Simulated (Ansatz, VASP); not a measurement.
One calculation of In, two programs

```
In
1.0
    -1.90732    1.90732    1.90732
     1.90732   -1.90732    1.90732
     1.90732    1.90732   -1.90732
In
1
Cartesian
  0.0000 0.0000 0.0000
```

Alike in both runs: functional PBE; k mesh 15 × 15 × 15; occupations fermi-dirac, width 0.05 eV; no spin polarisation.

Ansatz relaxed the structure, and its values are those at the end. VASP's run is a single point on that final structure, the one shown.

|  | VASP | Ansatz |
| --- | --- | --- |
| version | VASP 6.6.1 | Ansatz 0.2.0 |
| potentials or method | VASP PAW PBE potentials, release 64 (In_d), cutoff 520 eV | all-electron LAPW, scalar-relativistic |

```csv
,VASP,Ansatz,Ansatz less VASP
pressure (GPa),0.0,0.0,+0.03
```

Ansatz ran all-electron here, so the differences hold the error of VASP's frozen core and of both bases.
